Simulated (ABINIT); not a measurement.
Crystal: Be.

```
Be
1.0
     2.28530    0.00000    0.00000
    -1.14265    1.97913    0.00000
     0.00000    0.00000    3.58420
Be
2
Cartesian
  1.1427 0.6597 2.6882
  0.0000 1.3194 0.8961
```

Base run:

```yaml
Program: ABINIT 10.8.3 (patched build)
Functional: r2SCAN
Potentials_or_basis: PseudoDojo NC SR PBE v0.4.1 standard
Cutoff: 1442 eV
k_mesh: 13 × 13 × 8
Occupations: fermi-dirac, width 0.05 eV
Spin: no spin polarisation
```

Its results: band gap on the k mesh none (metal or under the smearing width); pressure -1.5 GPa.

**Question.** The run is repeated on the same cell with these changes: potentials or basis from PseudoDojo NC SR PBE v0.4.1 standard to JTH PAW PBE v2.0; cutoff from 1442 eV to 626 eV. What comes out?

**Answer.** Band gap on the k mesh none (metal or under the smearing width); pressure -3.0 GPa.

Caveats: the potentials were made for another functional, which shifts forces and pressure (some runs); the PAW data sets were made with another functional, which shifts forces and pressure a little (some runs).
